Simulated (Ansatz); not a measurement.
Starting cell, CsI (CsCl type):

```yaml
crystal:
  lattice:
    - [9.01499, 0.00000, 0.00000]
    - [0.00000, 4.50750, 0.00000]
    - [0.00000, 0.00000, 4.50750]
  atoms:
    - { symbol: Cs, position: [0.00000, 0.00000, 0.00000] }
    - { symbol: Cs, position: [0.50000, 0.00000, 0.00000] }
    - { symbol: I, position: [0.25000, 0.50000, 0.50000] }
    - { symbol: I, position: [0.75000, 0.50000, 0.50000] }
```

In each cell atom 3 (I, nearest neighbour Cs at 3.904 Å; its periodic images, 4.5 Å or more away, move with it) moves by s·(1.000, 0.000, 0.000) (along Cartesian x), the rest being held.

Method: PBEsol (plane waves to 420 eV, PAW, scalar-relativistic; Ansatz, a first-principles code). k mesh 3×6×6 (Γ-centred), Fermi-Dirac smearing 0.05 eV. Energies are smeared free energies. CsI was relaxed with its symmetry unable to fall. Spin-orbit coupling is left out, though I is heavy. ΔE is measured from the undisplaced structure.

```
s (Å)   ΔE (meV/cell)
------  -------------
-0.780            473
-0.624            296
-0.468            164
-0.312             72
-0.156             18
0.000               0
0.156              18
0.312              72
0.468             164
0.624             296
0.780             473
```

Q: What force constant k = d²E/ds² at s = 0 does the table give?

A: 1.5 eV/Å². It is the second difference of the nearest points, corrected with the next pair.

Q: With k = 1.46 eV/Å² from the forces, is the well harmonic out to s = 0.780 Å?

A: ½ks² = 444 meV/cell against the computed 473 meV/cell, so the well is stiffer than harmonic there.

(A displaced cell: forces are minus the slopes of the energy, force constants its curvatures, and phonons follow from these.)
